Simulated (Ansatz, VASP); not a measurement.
# One calculation of LaB6, two programs

```
La B
1.0
     4.09654    0.00000    0.00000
     0.00000    4.09654    0.00000
     0.00000    0.00000    4.09654
La B
1 6
Direct
  0.00000 0.00000 0.00000
  0.19977 0.50000 0.50000
  0.50000 0.19977 0.50000
  0.80023 0.50000 0.50000
  0.50000 0.80023 0.50000
  0.50000 0.50000 0.19977
  0.50000 0.50000 0.80023
```

Alike in both runs: functional LDA; k mesh 6 × 6 × 6; occupations gaussian, width 0.1 eV; no spin polarisation.

Ansatz relaxed the structure, and its values are those at the end. VASP's run is a single point on that final structure, the one shown.

```csv
,VASP,Ansatz
version,VASP 6.6.1,Ansatz 0.2.0
potentials or method,"VASP PAW LDA potentials, release 64 (La, B)","scalar-relativistic, plane waves, PAW"
plane-wave cutoff (eV),520,420
valence electrons in the cell,29,29
```

Ansatz gave:

| Property | Result |
| --- | --- |
| gap on the k mesh at the Fermi level (eV) | none |
| pressure (GPa) | 0.2 |
| rms of the force components (eV/Å) | 0.009 |

Q: What did VASP give for the same quantities?

A: gap on the k mesh at the Fermi level (eV): none; pressure (GPa): 0.4; rms of the force components (eV/Å): 0.003.

A gap of «none» marks a metal or a gap that the smearing closes.

Spin-orbit coupling is left out, which matters for the levels of La.
